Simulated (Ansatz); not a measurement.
# SnS2 (1T): the cost of one run

Program: Ansatz 0.2.0. Level of theory: DFT PBEsol, scalar-relativistic, plane waves, PAW. These are calculated values, not measurements.

### 1 The system as given

Symmetry: P-3m1, No. 164, trigonal system. The conventional cell has a = 3.646 Å, b = 3.646 Å, c = 5.893 Å, α = 90.00°, β = 90.00°, γ = 120.00°. Sn (site symmetry -3m) is surrounded by 6 S at 2.57 Å. Around S (site symmetry 3m) lie 3 Sn at 2.57 Å.

Coordinates:

```cif
data_structure
_symmetry_space_group_name_H-M 'P 1'
_symmetry_Int_Tables_number 1
_cell_length_a 3.6456
_cell_length_b 3.6456
_cell_length_c 5.8934
_cell_angle_alpha 90.000
_cell_angle_beta 90.000
_cell_angle_gamma 120.000
_cell_volume 67.83
loop_
_atom_site_label
_atom_site_type_symbol
_atom_site_fract_x
_atom_site_fract_y
_atom_site_fract_z
_atom_site_occupancy
Sn1 Sn 0.00000 0.00000 0.00000 1
S1 S 0.33333 0.66667 0.25000 1
S2 S 0.66667 0.33333 0.75000 1
```

### 2 Cell and atoms relaxed at 0 GPa

File input.yaml:

```yaml
crystal:
  lattice:
    - [3.6456, 0.0, 0.0]
    - [-1.8228, 3.157182212, 0.0]
    - [0.0, 0.0, 5.8934]
  atoms:
    - { symbol: Sn, position: [0.0, 0.0, 0.0] }
    - { symbol: S, position: [0.3333333333, 0.6666666667, 0.25] }
    - { symbol: S, position: [0.6666666667, 0.3333333333, 0.75] }
scf:
  occupations: { method: gaussian, width: 0.03 }
output:
  forces: true
  stress: true
  eigenvalues: true
  write_density: true
  write_potential: true
  elf: true
  volumetric_format: npy
hamiltonian:
  xc: pbesol
basis:
  ecutwfc: 500
kpoints:
  mp_grid: { grid: [12, 12, 8] }
relax:
  f_tol: 0.002
  max_steps: 60
  cell: { stress_tol: 0.02, p_target: 0 }
```

The run is started by

```console
$ ansatz run input.yaml --threads 2 --pin off --max-ram 6144MiB --backend cpu --events-out ev --progress --plain --runs-dir out
```

Q: Estimate wall time and peak memory on 2 threads of AMD EPYC 9R14 (Zen 4), shared host.

About 26 s, with a peak of 0.52 GiB.
